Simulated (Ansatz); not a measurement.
**Ce (dhcp)**

Level of theory: DFT, PBE, scalar-relativistic, collinear spin; plane waves to 420 eV with PAW datasets (Ansatz 0.2.0), 14×14×4 k-mesh, Gaussian smearing of 0.05 eV; PAW files: Ansatz's generated set soft_2.

```cif
data_structure
_symmetry_space_group_name_H-M 'P 1'
_symmetry_Int_Tables_number 1
_cell_length_a 3.3622
_cell_length_b 3.3622
_cell_length_c 11.0170
_cell_angle_alpha 90.000
_cell_angle_beta 90.000
_cell_angle_gamma 120.000
_cell_volume 107.86
loop_
_atom_site_label
_atom_site_type_symbol
_atom_site_fract_x
_atom_site_fract_y
_atom_site_fract_z
_atom_site_occupancy
Ce1 Ce 0.00000 0.00000 0.00000 1
Ce2 Ce 0.00000 0.00000 0.50000 1
Ce3 Ce 0.33333 0.66667 0.25000 1
Ce4 Ce 0.66667 0.33333 0.75000 1
```

At room temperature and ambient pressure Ce is fcc.

Magnetic state: non-magnetic, site spin moments none.

Cell and atoms are those of this level's equilibrium.

Path: Γ–M–K–Γ–A–L–H–A | L–M | H–K, with Γ = (0.000, 0.000, 0.000), M = (0.500, 0.000, 0.000), K = (0.333, 0.333, 0.000), A = (0.000, 0.000, 0.500), L = (0.500, 0.000, 0.500), H = (0.333, 0.333, 0.500) in reciprocal vectors of the calculation's cell.

Question: Is it a metal or an insulator, and if it has a gap, where are the band edges on this path?

Answer: A metal: bands cross the Fermi level.

Bands as a text map, energy in eV from the Fermi level (dashes), each leg drawn with the same width, + spin up, o spin down, # both:
```
  1.71 |### # ### ##   ############## ###              # #    #  ##        
  1.50 |####  #######  ###########   #   #   ####    ## #    ######        
  1.29 |  ###    #######  ##          ##  ###    ##### #  #####    ########
  1.07 |###################################   ############ ################
  0.86 | ####################  ############################################
  0.64 |###################################################################
  0.43 |###################################################################
  0.21 |## ############################## ####################  ###########
  0.00 |#########-####-###-##########--###-------###-#---#--########---##--
 -0.21 |#### #   ###    # ##############  ##### ### # ###########  ####    
 -0.43 |  #  #####      ## ##        ###       ##  ###  #        ## ##     
 -0.64 |  ###  ## #### # ###            #       ####  ##         #### ##   
 -0.86 |   #     ## # ##  ##                   #      #         #    ## ###
 -1.07 |  ####  #### ##  ##              #    ##    ## #       ##      ####
 -1.29 |     ### #  #  ### ##         ##     ##      ##     ###  ##        
 -1.50 | ###  # # ## ####   #          ######       #  #  ## #           ##
 -1.71 |#  ##  #     # ##    #####   ## # ####  ####    # ### ###########  
 -1.93 | #  ### ### #      ##    ####         ##         # #####           
 -2.14 |# #  # # # #         ####  # #   #   #          #       ###        
 -2.36 |      # # #                ##     ###            #######           
 -2.57 |      ####          #     #                           #####        
 -2.79 | #                     ###                                         
 -3.00 |#                    ##                                            
 -3.21 |                                                                   
 -3.43 |                                                                   
 -3.64 |                                                                   
 -3.86 |                                                                   
 -4.07 |                                                                   
        Γ      M      K      Γ      A      L      H      AL       MH      K
```

No spin–orbit coupling, a notable omission for heavy elements. The run wasn't fully tested for a lower electronic state.

The state of the open shells isn't shown to be the lowest, and forces and pressures are less sure for it.
